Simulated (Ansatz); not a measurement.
## The band gap of InP, sorted by core time

The structure is cubic, space group F-43m (No. 216). The conventional cell has a = 5.861 Å, b = 5.861 Å, c = 5.861 Å, α = 90.00°, β = 90.00°, γ = 90.00°. In (site symmetry -43m) is surrounded by 4 P at 2.54 Å. P (site symmetry -43m) is surrounded by 4 In at 2.54 Å.

| rung | level | program and potentials | cutoff (eV) | k mesh | smearing | task | spin | core time | chip | band gap (eV) | notes |
| --- | --- | --- | --- | --- | --- | --- | --- | --- | --- | --- | --- |
| GGA | PBE | Ansatz, Ansatz PAW | 420 | 8 × 8 × 8 | fermi-dirac 0.05 | band structure | off | 7.4 s | Arm Neoverse V1 | 0.72 | - |
| GGA | BLYP | Ansatz, Ansatz PAW | 420 | 8 × 8 × 8 | fermi-dirac 0.05 | band structure | off | 7.7 s | Intel Xeon | 0.60 | potentials made for PBE, which Ansatz adapts in part |
| GGA | revPBE | Ansatz, Ansatz PAW | 420 | 8 × 8 × 8 | fermi-dirac 0.05 | band structure | off | 9.1 s | Intel Xeon | 0.81 | potentials made for PBE, which Ansatz adapts in part |
| LDA | LDA | Ansatz, Ansatz PAW | 420 | 6 × 6 × 6 | fixed | elastic constants | off | 26 s | Intel Xeon | 0.48 | potentials made for PBE, which Ansatz adapts in part |
| hybrid | r2SCAN0 | Ansatz, Ansatz PAW | 500 | 4 × 4 × 4 | fermi-dirac 0.05 | single point | SOC, no magnetisation | 82 s | INTEL XEON PLATINUM 8581C Emerald Rapids | 2.41 | coarse mesh; potentials made for PBE, which Ansatz adapts in part |
| GGA | PBEsol | Ansatz, Ansatz PAW | 420 | 8 × 8 × 8 | fixed | band structure | non-collinear, ferrimagnetic start, SOC | 85 s | Arm Neoverse V1 | 0.59 | potentials made for PBE, which Ansatz adapts in part |
| hybrid | PBE0 | Ansatz, Ansatz PAW | 420 | 4 × 4 × 4 | fermi-dirac 0.05 | band structure | off | 2.2 min | Arm Neoverse V2 | 2.20 | coarse mesh; potentials made for PBE, which Ansatz adapts in part |
| hybrid | r2SCAN50 | Ansatz, Ansatz PAW | 500 | 4 × 4 × 4 | fermi-dirac 0.05 | band structure | off | 5.4 min | Intel Xeon | 3.81 | coarse mesh; potentials made for PBE, which Ansatz adapts in part |

Times are single runs on shared hosts and different chips, so they are rough; meshes, cutoffs and the tasks' sizes weigh on the time. Gaps are the least found on the k mesh or the band path, and a mesh can miss the band edges. Smearing widths are in eV. The cell comes from a database and isn't always the measured one. Meshes differ between rows, which moves values too. All levels ran on this one cell, unrelaxed unless noted. Meshes are those of the run's cell of 2 atoms unless a note names another. Misses use the values as printed. Runs on faulty files, with rough fits or with known faults for this quantity aren't shown.

Measured: 1.42 eV at 1.6 K (a printed reference work).

Task: Which of the timed runs without a coarse mesh or an atomic basis is the cheapest that comes within 0.3 eV of the measured band gap?

Result: None of them does; the nearest misses by -0.61 eV. LDA and GGA gaps fall short mostly because these functionals lack the derivative discontinuity; the runs are for a static lattice, while measurements hold temperature and zero-point motion.
